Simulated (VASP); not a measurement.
# CdS (Pmmn) in VASP: notebook, part 2 of 2

VASP 6.6.1. The steps go on from the part before.

## 3. Single point, PBE

File run.py:

```python
from ase import Atoms
from ase.calculators.vasp import Vasp
from ase.dft.bandgap import bandgap

atoms = Atoms(
    ['Cd', 'Cd', 'S', 'S'],
    cell=[[3.898436, 0.0, 0.0], [0.0, 5.511492, 0.0], [0.0, 0.0, 3.898104]],
    scaled_positions=[[0.0, 0.0, 0.756974], [0.5, 0.5, 0.243026], [0.0, 0.5, 0.744837], [0.5, 0.0, 0.255163]],
    pbc=True,
)
calc = Vasp(
    directory='calc',
    xc='pbe',
    pp='PBE',
    setups='materialsproject',
    prec='Accurate',
    encut=520,
    ediff=1e-06,
    ismear=0,
    sigma=0.1,
    lreal=False,
    lasph=True,
    nelm=60,
    algo='Fast',
    isif=2,
    lwave=False,
    lcharg=False,
    kpts=[7, 5, 7],
    gamma=True,
)
atoms.calc = calc

print('energy (eV):', atoms.get_potential_energy())
print('free energy (eV):', atoms.get_potential_energy(force_consistent=True))
print('forces (eV/A):')
print(atoms.get_forces())
print('stress (eV/A^3, Voigt):', atoms.get_stress())
print('Fermi level (eV):', calc.get_fermi_level())
gap, top, bottom = bandgap(calc)
print('band gap (eV):', gap, 'from (spin, k, band)', top, 'to', bottom)
```

Potentials or basis: VASP PAW PBE potentials, release 64 (Cd, S).

Started as:

```bash
$ python run.py
```

The log of the run:

```text
energy (eV): -11.75179462
free energy (eV): -11.75198741
forces (eV/A):
[[ 0.          0.         -0.02061954]
 [ 0.          0.          0.02061954]
 [ 0.          0.          0.02617746]
 [ 0.          0.         -0.02617746]]
stress (eV/A^3, Voigt): [ 0.00175668  0.00195286  0.00181161 -0.         -0.         -0.        ]
Fermi level (eV): 2.86470432
band gap (eV): 0.25229999999999997 from (spin, k, band) (0, np.int64(40), np.int64(17)) to (0, np.int64(0), np.int64(18))
```

OUTCAR:

```text
ENCUT = 520.000000
   EDIFF = 1.00e-06
   GGA = PE
   PREC = Accurate
   ISIF = 2
   ISMEAR = 0
   NELM = 60
   LASPH = .TRUE.
   LREAL = .FALSE.

 ion  position               nearest neighbor table
   1  0.000  0.000  0.757-   4 2.75   4 2.75   3 2.76   3 2.76   4 2.76   4 2.76
   2  0.500  0.500  0.243-   3 2.75   3 2.75   4 2.76   4 2.76   3 2.76   3 2.76
   3  0.000  0.500  0.745-   2 2.75   2 2.75   1 2.76   1 2.76   2 2.76   2 2.76
   4  0.500  0.000  0.255-   1 2.75   1 2.75   2 2.76   2 2.76   1 2.76   1 2.76

  LATTYP: Found a simple orthorhombic cell.
 ALAT       =     3.8981040000
 B/A-ratio  =     1.0000851696
 C/A-ratio  =     1.4138904452

  Lattice vectors:

 A1 = (   0.0000000000,   0.0000000000,   3.8981040000)
 A2 = (   3.8984360000,   0.0000000000,   0.0000000000)
 A3 = (   0.0000000000,   5.5114920000,   0.0000000000)

Analysis of symmetry for initial positions (statically):
=====================================================================
 Subroutine PRICEL returns:
 Original cell was already a primitive cell.

 Routine SETGRP: Setting up the symmetry group for a
 simple orthorhombic supercell.

 Subroutine GETGRP returns: Found  8 space group operations
 (whereof  4 operations were pure point group operations)
[... 176 lines left out ...]
 cond. band min:       2.9383269327   @ k =   0.0000   0.0000   0.0000
 fundamental gap:      0.2522918543
 Fermi energy:         2.8647043158

 k-point     1 :       0.0000    0.0000    0.0000
  band No.  band energies     occupation
      1      -9.9559      2.00000
      2      -9.0978      2.00000
      3      -5.0304      2.00000
      4      -4.8849      2.00000
      5      -4.8846      2.00000
      6      -4.8842      2.00000
[... 589 lines left out ...]
     21       7.5072      0.00000
     22       7.6002      0.00000

 [... further k-points ...]

------------------------ aborting loop because EDIFF is reached ----------------------------------------

  FORCE on cell =-STRESS in cart. coord.  units (eV):
  Direction    XX          YY          ZZ          XY          YZ          ZX
  --------------------------------------------------------------------------------------
  -------------------------------------------------------------------------------------
  Total       -0.1471317     -0.1635624     -0.1517322      0.0000000      0.0000000      0.0000000
  in kB       -2.8145174     -3.1288238     -2.9025205      0.0000000      0.0000000      0.0000000
  external PRESSURE =      -2.9486206 kB  Pullay stress =       0.0000000 kB

 VOLUME and BASIS-vectors are now :
 -----------------------------------------------------------------------------
  energy-cutoff  :      520.00
  volume of cell :       83.76
      direct lattice vectors                 reciprocal lattice vectors
     3.898436000  0.000000000  0.000000000     0.256513125  0.000000000  0.000000000
     0.000000000  5.511492000  0.000000000     0.000000000  0.181439073  0.000000000
     0.000000000  0.000000000  3.898104000     0.000000000  0.000000000  0.256534972

 POSITION                                       TOTAL-FORCE (eV/Angst)
 -----------------------------------------------------------------------------------
      0.00000      0.00000      2.95076         0.000000      0.000000     -0.020620
      1.94922      2.75575      0.94734         0.000000      0.000000      0.020620
      0.00000      2.75575      2.90345         0.000000      0.000000      0.026177
      1.94922      0.00000      0.99465         0.000000      0.000000     -0.026177
 -----------------------------------------------------------------------------------
    total drift:                                0.000000      0.000000      0.000000

  FREE ENERGIE OF THE ION-ELECTRON SYSTEM (eV)
  ---------------------------------------------------
  free  energy   TOTEN  =       -11.7519874109 eV

  energy  without entropy=      -11.7516018272  energy(sigma->0) =      -11.75179462
```

INCAR:

```text
ENCUT = 520.000000
SIGMA = 0.100000
EDIFF = 1.00e-06
ALGO = Fast
GGA = PE
PREC = Accurate
ISIF = 2
ISMEAR = 0
NELM = 60
LASPH = .TRUE.
LCHARG = .FALSE.
LWAVE = .FALSE.
LREAL = .FALSE.
```

Run time: 82 s. Hardware: 1 thread of Intel Xeon Platinum 8259CL at 2.50GHz (Skylake/Cascade Lake), shared host; peak memory 0.23 GiB.

What came out:

| Property | Result |
| --- | --- |
| Free energy | -11.7520 eV |
| Pressure | -0.3 GPa |
| Largest force | 0.026 eV/Å |
| Band gap on the k mesh | 0.25 eV |

Forces in eV/Å, atoms in the order of the input:
```
Cd   0.000  0.000 -0.021
Cd   0.000  0.000  0.021
S    0.000  0.000  0.026
S    0.000  0.000 -0.026
```

Levels at points of the mesh, in eV from the valence-band top:
```tsv
k point	band 16	band 17	band 18	band 19	band 20	band 21
(0.00, 0.00, 0.00)	-0.70	-0.69	-0.69	0.25	0.81	6.07
```

Caveat: an odd mesh through Γ misses points on the zone boundary, where band edges often lie.
